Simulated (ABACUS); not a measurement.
CaSe under changes of volume

One of the cells (25.829 Å³/atom); the others are scaled copies at fixed shape and fractional positions:

```
Se Ca
1.0
     0.00000    2.95600    2.95600
     2.95600    0.00000    2.95600
     2.95600    2.95600    0.00000
Se Ca
1 1
Direct
  0.50000 0.50000 0.50000
  0.00000 0.00000 0.00000
```

* Program: ABACUS 3.10.1
* Functional: PBE
* Potentials or basis: PseudoDojo NC SR 0.4.1 PBE standard
* Cutoff: 1184 eV
* Density cutoff: 4735 eV
* Basis: plane waves
* k mesh: 8 × 8 × 8
* Occupations: fermi-dirac, width 0.05 eV
* Spin: no spin polarisation

```tsv
volume (Å³/atom)	energy over the lowest point (meV/atom)	pressure (GPa)	gap on the mesh (eV)
24.280	29.95	4.8	1.87
24.796	?	?	?
25.313	7.47	2.2	1.98
25.829	2.04	1.1	2.03
26.346	0.00	0.1	2.08
26.863	1.02	-0.8	2.12
27.379	4.82	-1.6	2.16
```

Q: What does the run at 24.796 Å³/atom give?

A: Energy over the lowest point 16.64 meV/atom; pressure 3.4 GPa; gap on the mesh 1.93 eV.

Worked out: A Birch-Murnaghan fit of order 3 (a polynomial in V^(-2/3)) to the other rows has its minimum at 26.42 Å³/atom with B0 = V·E''(V) = 48 GPa and B' = 4.1. It gives 16.65 meV/atom at 24.796 Å³/atom, against the run's 16.64, and -dE/dV = 3.5 GPa, against 3.4. A straight line through the other rows of the gap, of slope 2.42 eV per unit of ln V, gives 1.93 eV, against the run's 1.93.

Energies are extrapolated to zero smearing.

A mesh can miss the band edges. Spin-orbit coupling on Se is left out.
